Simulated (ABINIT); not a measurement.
# Sn (Fd-3m) in ABINIT: further runs

The runs below take Sn through relaxation of cell and atoms, single point, with LDA-PZ.

Everything below comes from runs of ABINIT 10.8.3 (patched build). Logs are shortened: lines on timing, memory, paths and dates and some standing lists are left out, and cuts for length are marked. The log counts tension as positive stress, the text compression.

## (1) The crystal as given

It takes space group Fd-3m (No. 227, cubic). The conventional cell has a = 6.467 Å, b = 6.467 Å, c = 6.467 Å, α = 90.00°, β = 90.00°, γ = 90.00°. Sn (site symmetry -43m) has 4 Sn at 2.80 Å as nearest neighbours.

This isn't the form of Sn at room conditions, which is tetragonal (white tin).

## (2) Relaxation of cell and atoms, LDA-PZ, spin-orbit coupling, no magnetisation

Contents of run.abi:

```
# Pseudopotentials
pp_dirpath "./"
pseudos "Sn.hgh"

# Structure
acell 3*1.0 Angstrom
rprim
     0.0000000000     3.2333428000     3.2333428000
     3.2333428000     0.0000000000     3.2333428000
     3.2333428000     3.2333428000     0.0000000000
ntypat 1
znucl 50
natom 2
typat 1 1
chkprim 0
chksymtnons 0
tolsym 1.0e-6
xred
            3/4            3/4            3/4
            1/2            1/2            1/2

# Plane-wave basis
ecut 408.170794 eV
ecutsm 0.5

# k points
kptopt 1
ngkpt 5 5 5
nshiftk 1
shiftk 0.0 0.0 0.0

# Exchange and correlation
ixc 2

# Bands and occupations
nband 16
occopt 3
tsmear 0.00183747

# Spin
nspinor 2
nspden 1
so_psp 1*1

# SCF cycle
nstep 80
tolvrs 1.0e-12

# Output
iomode 3
prteig 0
prtebands 0
prtwf 0
prtden 0

# Relaxation
ionmov 2
optcell 2
ntime 50
tolmxf 2.0e-5
dilatmx 1.08
```

Potentials or basis: HGH LDA.

Launch:

```bash
abinit run.abi > log 2>&1
```

run.abo:

```text
.Version 10.8.3 of ABINIT
 Symmetries : space group Fd -3 m (#227); Bravais cF (face-center cubic)
================================================================================
 Values of the parameters that define the memory need of the present run
     intxc =       0    ionmov =       2      iscf =       7    lmnmax =       9
     lnmax =       9     mgfft =      36  mpssoang =       5    mqgrid =    3001
     natom =       2  nloc_mem =       1    nspden =       1   nspinor =       2
    nsppol =       1      nsym =      48    n1xccc =       0    ntypat =       1
    occopt =       3   xclevel =       1
       mpw =        1639          nfft =       46656          nkpt =          10
================================================================================
================================================================================

--------------------------------------------------------------------------------
------------- Echo of variables that govern the present computation ------------
--------------------------------------------------------------------------------
 -outvars: echo values of preprocessed input variables --------
            acell      1.8897261259E+00  1.8897261259E+00  1.8897261259E+00 Bohr
              amu      1.18710000E+02
          chkprim           0
      chksymtnons           0
          dilatmx      1.08000000E+00
             ecut      1.50000000E+01 Hartree
           ecutsm      5.00000000E-01 Hartree
           ionmov           2
              ixc           2
         kptrlatt        5    0    0      0    5    0      0    0    5
          kptrlen      4.32051603E+01
            natom           2
            nband          16
            ngfft          36      36      36
             nkpt          10
          nspinor           2
            nstep          80
             nsym          48
            ntime          50
           ntypat           1
           occopt           3
          optcell           2
           prtden           0
        prtebands           0
           prteig           0
            prtwf           0
            rprim      0.0000000000E+00  3.2333428000E+00  3.2333428000E+00
                       3.2333428000E+00  0.0000000000E+00  3.2333428000E+00
                       3.2333428000E+00  3.2333428000E+00  0.0000000000E+00
          spgroup         227
           tolmxf      2.00000000E-05
           tolsym      1.00000000E-06
           tolvrs      1.00000000E-12
           tsmear      1.83747000E-03 Hartree
            typat      1  1
           xangst      4.8500142000E+00  4.8500142000E+00  4.8500142000E+00
                       3.2333428000E+00  3.2333428000E+00  3.2333428000E+00
            xcart      9.1651985448E+00  9.1651985448E+00  9.1651985448E+00
                       6.1101323632E+00  6.1101323632E+00  6.1101323632E+00
             xred      7.5000000000E-01  7.5000000000E-01  7.5000000000E-01
                       5.0000000000E-01  5.0000000000E-01  5.0000000000E-01
            znucl       50.00000

================================================================================

 chkinp: Checking input parameters for consistency.

================================================================================
== DATASET  1 ==================================================================

--- !DatasetInfo
iteration_state: {dtset: 1, }
dimensions: {natom: 2, nkpt: 10, mband: 16, nsppol: 1, nspinor: 2, nspden: 1, mpw: 1639, }
cutoff_energies: {ecut:  15.0, pawecutdg:  -1.0, }
electrons: {nelect:   8.00000000E+00, charge:   0.00000000E+00, occopt:   3.00000000E+00, tsmear:   1.83747000E-03, }
meta: {optdriver: 0, ionmov: 2, optcell: 2, iscf: 7, paral_kgb: 0, }
...

 Exchange-correlation functional for the present dataset will be:
  LDA: Perdew-Zunger-Ceperley-Alder - ixc=2
  J.P.Perdew and A.Zunger, PRB 23, 5048 (1981)

 Real(R)+Recip(G) space primitive vectors, cartesian coordinates (Bohr,Bohr^-1):
 R(1)=  0.0000000  6.1101324  6.1101324  G(1)= -0.0818313  0.0818313  0.0818313
 R(2)=  6.1101324  0.0000000  6.1101324  G(2)=  0.0818313 -0.0818313  0.0818313
 R(3)=  6.1101324  6.1101324  0.0000000  G(3)=  0.0818313  0.0818313 -0.0818313
 Unit cell volume ucvol=  4.5622791E+02 bohr^3
 Angles (23,13,12)=  6.00000000E+01  6.00000000E+01  6.00000000E+01 degrees

 getcut: wavevector=  0.0000  0.0000  0.0000  ngfft=  36  36  36
         ecut(hartree)=     17.496   => boxcut(ratio)=   2.21260

 getcut : COMMENT -
  Note that boxcut > 2.2 ; recall that boxcut=Gcut(box)/Gcut(sphere) = 2
  is sufficient for exact treatment of convolution.
  Such a large boxcut is a waste : you could raise ecut
  e.g. ecut=   21.413296 Hartrees makes boxcut=2

--- Pseudopotential description ------------------------------------------------
- pspini: atom type   1  psp file is ./Sn.hgh
  50.00000   4.00000     10605                znucl, zion, pspdat
    3    1    2    0      2001   0.00000      pspcod,pspxc,lmax,lloc,mmax,r2well

 pspatm : COMMENT -
  the projectors are not normalized,
  so that the KB energies are not consistent with
  definition in PRB44, 8503 (1991).
  However, this does not influence the results obtained hereafter.

   4.04489137E+02                                ecore*ucvol(ha*bohr**3)
--------------------------------------------------------------------------------

================================================================================

=== [ionmov= 2] Broyden-Fletcher-Goldfarb-Shanno method (forces)
================================================================================

--- Iteration: ( 1/50) Internal Cycle: (1/1)
--------------------------------------------------------------------------------

---SELF-CONSISTENT-FIELD CONVERGENCE--------------------------------------------

--- !BeginCycle
iteration_state: {dtset: 1, itime: 1, icycle: 1, }
solver: {iscf: 7, nstep: 80, nline: 4, wfoptalg: 0, }
tolerances: {tolvrs: 1.00E-12, }
...
[... 353 lines left out ...]
  0.00000000000000E+00  6.06084207452280E+00  6.06084207452280E+00
  6.06084207452280E+00  0.00000000000000E+00  6.06084207452280E+00
  6.06084207452280E+00  6.06084207452280E+00  0.00000000000000E+00
 Unitary Cell Volume (ucvol) [Bohr^3]=  4.45275601831363E+02
 Angles (23,13,12)= [degrees]
  6.00000000000000E+01  6.00000000000000E+01  6.00000000000000E+01
 Lengths [Bohr]
  8.57132506119163E+00  8.57132506119163E+00  8.57132506119163E+00
 Stress tensor in cartesian coordinates (strten) [Ha/bohr^3]
  4.09318516125627E-08  0.00000000000000E+00  0.00000000000000E+00
  0.00000000000000E+00  4.09318516121290E-08  0.00000000000000E+00
  0.00000000000000E+00  0.00000000000000E+00  4.09318516125627E-08
 Total energy (etotal) [Ha]= -7.14402055108302E+00

 Difference of energy with previous step (new-old):
           Absolute (Ha)=-2.51091E-07
           Relative     =-3.51470E-08

 At Broyd/MD step   4, gradients are converged :
  max grad (force/stress) = 4.0932E-06 < tolmxf= 2.0000E-05 ha/bohr (free atoms)

================================================================================

 ----iterations are completed or convergence reached----

 Mean square residual over all n,k,spin=   39.739E-17; max=  13.857E-15
 reduced coordinates (array xred) for    2 atoms
       0.750000000000      0.750000000000      0.750000000000
       0.500000000000      0.500000000000      0.500000000000
 rms dE/dt=  0.0000E+00; max dE/dt=  0.0000E+00; dE/dt below (all hartree)
    1       0.000000000000      0.000000000000      0.000000000000
    2       0.000000000000      0.000000000000      0.000000000000

 cartesian coordinates (angstrom) at end:
    1      4.81088925381553     4.81088925381553     4.81088925381553
    2      3.20725950254369     3.20725950254369     3.20725950254369

 cartesian forces (hartree/bohr) at end:
    1     -0.00000000000000    -0.00000000000000    -0.00000000000000
    2     -0.00000000000000    -0.00000000000000    -0.00000000000000
 frms,max,avg= 0.0000000E+00 0.0000000E+00   0.000E+00  0.000E+00  0.000E+00 h/b

 cartesian forces (eV/Angstrom) at end:
    1     -0.00000000000000    -0.00000000000000    -0.00000000000000
    2     -0.00000000000000    -0.00000000000000    -0.00000000000000
 frms,max,avg= 0.0000000E+00 0.0000000E+00   0.000E+00  0.000E+00  0.000E+00 e/A
 length scales=  8.571325061192  8.571325061192  8.571325061192 bohr
              =  4.535749886547  4.535749886547  4.535749886547 angstroms
 Fermi (or HOMO) energy (hartree) =   0.04339   Average Vxc (hartree)=  -0.28529
 Eigenvalues (hartree) for nkpt=  10  k points:
 kpt#   1, nband= 16, wtk=  0.00800, kpt=  0.0000  0.0000  0.0000 (reduced coord)
  -0.35535   -0.35535    0.02703    0.02703    0.02758    0.02758    0.05344    0.05344
   0.05344    0.05344    0.11240    0.11240    0.13076    0.13076    0.13076    0.13076
      occupation numbers for kpt#   1
   1.00000    1.00000    0.99986    0.99986    0.99982    0.99982    0.00418    0.00418
   0.00418    0.00418    0.00000    0.00000    0.00000    0.00000    0.00000    0.00000
 prteigrs : prtvol=0 or 1, do not print more k-points.

--- !EnergyTerms
iteration_state     : {dtset: 1, itime: 4, icycle: 1, }
comment             : Components of total free energy in Hartree
kinetic             :  2.41206798552126E+00
hartree             :  5.04338363901597E-01
xc                  : -2.08794796701074E+00
Ewald energy        : -7.11029652699336E+00
psp_core            :  9.08401753344817E-01
local_psp           : -1.98101179526104E+00
non_local_psp       :  2.10521309699769E-01
internal            : -7.14392687679770E+00
'-kT*entropy'       : -9.36742853143160E-05
total_energy        : -7.14402055108302E+00
total_energy_eV     : -1.94398702564746E+02
band_energy         : -1.07008317778142E+00
...

 Cartesian components of stress tensor (hartree/bohr^3)
  sigma(1 1)=  4.09318516E-08  sigma(3 2)=  0.00000000E+00
  sigma(2 2)=  4.09318516E-08  sigma(3 1)=  0.00000000E+00
  sigma(3 3)=  4.09318516E-08  sigma(2 1)=  0.00000000E+00

-Cartesian components of stress tensor (GPa)         [Pressure= -1.2043E-03 GPa]
- sigma(1 1)=  1.20425665E-03  sigma(3 2)=  0.00000000E+00
- sigma(2 2)=  1.20425665E-03  sigma(3 1)=  0.00000000E+00
- sigma(3 3)=  1.20425665E-03  sigma(2 1)=  0.00000000E+00

== END DATASET(S) ==============================================================
================================================================================

 -outvars: echo values of variables after computation  --------
            acell      8.5713250612E+00  8.5713250612E+00  8.5713250612E+00 Bohr
           etotal     -7.1440205511E+00
            fcart     -0.0000000000E+00 -0.0000000000E+00 -0.0000000000E+00
                      -0.0000000000E+00 -0.0000000000E+00 -0.0000000000E+00
            rprim      0.0000000000E+00  7.0710678119E-01  7.0710678119E-01
                       7.0710678119E-01  0.0000000000E+00  7.0710678119E-01
                       7.0710678119E-01  7.0710678119E-01  0.0000000000E+00
           strten      4.0931851613E-08  4.0931851612E-08  4.0931851613E-08
                       0.0000000000E+00  0.0000000000E+00  0.0000000000E+00
           xangst      4.8108892538E+00  4.8108892538E+00  4.8108892538E+00
                       3.2072595025E+00  3.2072595025E+00  3.2072595025E+00
             xred      7.5000000000E-01  7.5000000000E-01  7.5000000000E-01
                       5.0000000000E-01  5.0000000000E-01  5.0000000000E-01
 Calculation completed.
```

It took 67 s on 1 thread of Intel Xeon Platinum 8259CL at 2.50GHz (Skylake/Cascade Lake), shared host; peak memory 0.07 GiB.

What came out:

* Free energy: -194.3987 eV
* Relaxed volume: 32.99 Å³/atom
* Relaxed cell: a = 4.536 Å, b = 4.536 Å, c = 4.536 Å, α = 60.00°, β = 60.00°, γ = 60.00°
* Space group after relaxing (to 0.05 Å): Fd-3m (No. 227)
* Energy gained by relaxing: 2.7 meV/atom
* Ionic steps: 4
* Pressure after relaxing: 0.0 GPa
* Band gap on the k mesh: none (metal or under the smearing width)

The path:
```
step  energy change (eV)  largest force (eV/Å)  pressure (GPa)  volume (Å³)
   1              0.0000                0.0000           -1.05        67.61
   2             -0.0013                0.0000           -0.92        67.39
   3             -0.0054                0.0000            0.04        65.93
   4             -0.0054                0.0000            0.00        65.98
```

Final structure:
```
CELL_PARAMETERS angstrom
0.00000 3.20726 3.20726
3.20726 0.00000 3.20726
3.20726 3.20726 0.00000
ATOMIC_POSITIONS crystal
Sn 0.75000 0.75000 0.75000
Sn 0.50000 0.50000 0.50000
```

Caveat: HGH potentials are hard and often keep d shells in the core, so these values are rough. Zero-point motion and thermal expansion aren't in these numbers.

## (3) Single point, LDA-PZ, spin-orbit coupling, no magnetisation (cell relaxed)

Contents of run.abi:

```
pp_dirpath "./"
pseudos "Sn.hgh"

acell 8.5713250486 8.5713250486 8.5713250486
rprim
     0.0000000000     0.7071067812     0.7071067812
     0.7071067812     0.0000000000     0.7071067812
     0.7071067812     0.7071067812     0.0000000000
ntypat 1
znucl 50
natom 2
typat 1 1
xred
     0.7500000000     0.7500000000     0.7500000000
     0.5000000000     0.5000000000     0.5000000000
chkprim 0
chksymtnons 0
tolsym 1.0e-6

ecut 15.0

kptopt 1
ngkpt 5 5 5
nshiftk 1
shiftk 0.0 0.0 0.0

ixc 2

nband 16
occopt 3
tsmear 0.05 eV

nspinor 2
nspden 1
so_psp 1*1

nstep 100
tolvrs 1.0e-10

iomode 3
prtwf 0
prteig 0
prtebands 0
prtden 1
prtvha 1
prtvclmb 1
prtpot 1
```

Potentials or basis: HGH LDA.

Launch:

```bash
abinit run.abi > log 2>&1
```

run.abo:

```text
.Version 10.8.3 of ABINIT
 Symmetries : space group Fd -3 m (#227); Bravais cF (face-center cubic)
================================================================================
 Values of the parameters that define the memory need of the present run
     intxc =       0    ionmov =       0      iscf =       7    lmnmax =       9
     lnmax =       9     mgfft =      30  mpssoang =       5    mqgrid =    3001
     natom =       2  nloc_mem =       1    nspden =       1   nspinor =       2
    nsppol =       1      nsym =      48    n1xccc =       0    ntypat =       1
    occopt =       3   xclevel =       1
       mpw =        1251          nfft =       27000          nkpt =          10
================================================================================
================================================================================

--------------------------------------------------------------------------------
------------- Echo of variables that govern the present computation ------------
[... 203 lines left out ...]
- sigma(3 3)=  5.66399185E-02  sigma(2 1)=  0.00000000E+00

== END DATASET(S) ==============================================================
================================================================================

 -outvars: echo values of variables after computation  --------
            acell      8.5713250486E+00  8.5713250486E+00  8.5713250486E+00 Bohr
           etotal     -7.1440389599E+00
            fcart     -0.0000000000E+00 -0.0000000000E+00 -0.0000000000E+00
                      -0.0000000000E+00 -0.0000000000E+00 -0.0000000000E+00
            rprim      0.0000000000E+00  7.0710678120E-01  7.0710678120E-01
                       7.0710678120E-01  0.0000000000E+00  7.0710678120E-01
                       7.0710678120E-01  7.0710678120E-01  0.0000000000E+00
           strten      1.9251517005E-06  1.9251517005E-06  1.9251517005E-06
                       0.0000000000E+00  0.0000000000E+00  0.0000000000E+00
           xangst      4.8108892468E+00  4.8108892468E+00  4.8108892468E+00
                       3.2072594979E+00  3.2072594979E+00  3.2072594979E+00
             xred      7.5000000000E-01  7.5000000000E-01  7.5000000000E-01
                       5.0000000000E-01  5.0000000000E-01  5.0000000000E-01
 Calculation completed.
```

It took 13 s on 1 thread of Intel Xeon Platinum 8259CL at 2.50GHz (Skylake/Cascade Lake), shared host; peak memory 0.07 GiB.

Results:

| Item | Value |
| --- | --- |
| Free energy | -194.3992 eV |
| Pressure | -0.1 GPa |
| Band gap on the k mesh | none (metal or under the smearing width) |
| Valence electrons inside the program's atomic spheres | Sn 1.03, 1.11 (radii [1.0584] Å) |

Levels at points of the mesh, in eV from the Fermi level:
| k point | band 6 | band 7 | band 8 | band 9 | band 10 | band 11 |
| --- | --- | --- | --- | --- | --- | --- |
| (0.00, 0.00, 0.00) | -0.43 | 0.27 | 0.27 | 0.27 | 0.27 | 1.88 |

Caveat: HGH potentials are hard and often keep d shells in the core, so these values are rough.
